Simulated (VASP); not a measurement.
# Nb: relaxed cell and band gap, by functional

Nb, Im-3m (no. 229), 1 atom in the cell.

| Functional | Volume (Å³/atom) | Change from the starting volume (fraction) | Gap, path and mesh (eV) | Time (s) |
|---|---|---|---|---|
| RPBE | 18.50 | 0.004 | 0.00 | 55 |
| revPBE | 18.41 | -0.001 | 0.00 | 55 |
| AM05 | 17.53 | -0.049 | 0.00 | 65 |
| BLYP | 18.89 | 0.025 | 0.00 | 93 |
| optPBE exchange with PBE correlation | 17.99 | -0.024 | 0.00 | 61 |
| optB88 exchange with PBE correlation | 17.81 | -0.033 | 0.00 | 63 |
| optB86b exchange with PBE correlation | 17.57 | -0.047 | 0.00 | 59 |
| PW86R exchange with PBE correlation | 18.91 | 0.026 | 0.00 | 57 |
| CX exchange with PBE correlation | 17.37 | -0.057 | 0.00 | 55 |

## Input of the first row

INCAR.step1:
```
ALGO = Normal
EDIFF = 1E-7
EDIFFG = -0.005
ENCUT = 600
GGA = RP
GGA_COMPAT = False
IBRION = 2
ISIF = 3
ISMEAR = 1
LASPH = True
LCHARG = False
LREAL = False
LWAVE = False
NELM = 150
NSW = 60
PREC = Accurate
SIGMA = 0.1
```

INCAR.step2, as INCAR.step1 but for:
```
- NSW = 60
+ NSW = 40
```

INCAR.step3, as INCAR.step2 but for:
```
- EDIFFG = -0.005
- IBRION = 2
- ISIF = 3
- NSW = 40
+ ISIF = 2
+ NBANDS = 12
```

KPOINTS:
```
k-points
0
Gamma
  11 11 11
```

KPOINTS_OPT:
```
path GHNGPH,PN
8
line-mode
reciprocal
 0.0000000000  0.0000000000  0.0000000000  G
 0.5000000000 -0.5000000000  0.5000000000  H

 0.5000000000 -0.5000000000  0.5000000000  H
 0.0000000000  0.0000000000  0.5000000000  N

 0.0000000000  0.0000000000  0.5000000000  N
 0.0000000000  0.0000000000  0.0000000000  G

 0.0000000000  0.0000000000  0.0000000000  G
 0.2500000000  0.2500000000  0.2500000000  P

 0.2500000000  0.2500000000  0.2500000000  P
 0.5000000000 -0.5000000000  0.5000000000  H

 0.2500000000  0.2500000000  0.2500000000  P
 0.0000000000  0.0000000000  0.5000000000  N
```

POSCAR.step1:
```
Nb
1.0
   -1.6639500000      1.6639500000      1.6639500000
    1.6639500000     -1.6639500000      1.6639500000
    1.6639500000      1.6639500000     -1.6639500000
Nb
1
Direct
    0.0000000000      0.0000000000      0.0000000000
```

Commands (each step's output is kept before the next begins):
```
cat potpaw_PBE.64/Nb_sv/POTCAR > POTCAR
cp INCAR.step1 INCAR
cp POSCAR.step1 POSCAR
mpirun -np 1 vasp_std > vasp.out
cp CONTCAR POSCAR
rm WAVECAR CHG
cp INCAR.step2 INCAR
mpirun -np 1 vasp_std > vasp.out
cp CONTCAR POSCAR
rm WAVECAR CHG
cp INCAR.step3 INCAR
mpirun -np 1 vasp_std > vasp.out
```

Changes of the last row against the first:
```
(all steps)
- GGA = RP
+ GGA = CX
```

VASP 6.6.1 took 55 s on 1 core (Intel Xeon Platinum 8259CL @ 2.50GHz (Skylake/Cascade Lake)), a shared host.
